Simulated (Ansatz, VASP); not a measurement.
One calculation of Ag, two programs

```
Ag
1.0
     1.95171    3.38045    0.00000
    -1.95171    3.38045    0.00000
     0.00000   -2.25364    3.38956
Ag
2
Direct
  0.23400 0.23400 0.70200
  0.76600 0.76600 0.29800
```

The cell was built by a generator and needn't be a form met in nature.

Alike in both runs: task single point; functional r2SCAN; k mesh 6 × 6 × 6; occupations gaussian, width 0.0318 eV; no spin polarisation.

```csv
,VASP,Ansatz
version,VASP 6.6.1,Ansatz 0.2.0
potentials or method,"VASP PAW PBE potentials, release 64 (Ag)",PAW plane waves
plane-wave cutoff (eV),520,500
valence electrons in the cell,22,38
```

|  | VASP | Ansatz | Ansatz less VASP |
| --- | --- | --- | --- |
| gap on the k mesh at the Fermi level (eV) | none | none | - |
| pressure (GPa) | -3.3 | -3.4 | -0.07 |
| largest component of the traceless stress (GPa) | 1.09 | 1.11 | +0.022 |
| rms of the force components (eV/Å) | 0.702 | 0.693 | -0.0090 |

Atom by atom the forces differ by 0.009 eV/Å (rms over components). A gap of «none» marks a metal or a gap that the smearing closes. The two sets of potentials don't hold the same shells in valence. Ansatz warned: «structure_snapped_to_symmetry».

Caveats: the PAW data sets were made with another functional, which shifts forces and pressure a little (VASP).
